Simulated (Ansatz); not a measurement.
The system is WC (Qusongite).

```
CELL_PARAMETERS angstrom
2.90650 0.00000 0.00000
-1.45325 2.51710 0.00000
0.00000 0.00000 2.83660
ATOMIC_POSITIONS crystal
W 0.00000 0.00000 0.00000
C 0.66667 0.33333 0.50000
```

Program: Ansatz 0.2.0. Alike in all runs: cell as given; k mesh 10 × 10 × 9.

Order these runs on this cell by their pressure, lowest first.
A. level PBEsol; potentials or basis JTH PAW LDA; spin off; cutoff (eV) 1290; smearing methfessel-paxton 0.1 eV
B. level PBE+D3(BJ)+U; potentials or basis Ansatz PAW; spin off; U W d U = 7 eV; cutoff (eV) 420; smearing fermi-dirac 0.05 eV; hubbard projectors all-electron-atomic; double counting fll (the default)
C. level PBEsol+D3(BJ); potentials or basis Ansatz PAW; spin SOC, no magnetisation; cutoff (eV) 420; smearing methfessel-paxton 0.1 eV
D. level BLYP+D3(BJ); potentials or basis PseudoDojo standard (PBE files); spin off; cutoff (eV) 1116; smearing tetrahedron
E. level r2SCAN+rVV10; potentials or basis JTH PAW; spin off; cutoff (eV) 1290; smearing cold 0.05 eV

B (-21.3 GPa), C (-10.9 GPa), A (-3.3 GPa), E (0.3 GPa), D (2.5 GPa).

Caveats: pairwise dispersion overbinds metals, which lowers pressure and volume (some runs); the PAW data sets come from PBE, with cores solved anew for the run's functional, which leaves a small shift of forces and pressure (some runs); the potentials were made for another functional, which shifts forces and pressure (some runs); the PAW data sets were made with another functional, which shifts forces and pressure a little (some runs); U without spin polarisation on a metal has little footing (some runs); the U is typed as a test and isn't derived for this compound (some runs).

Not every run made on this cell is shown here.
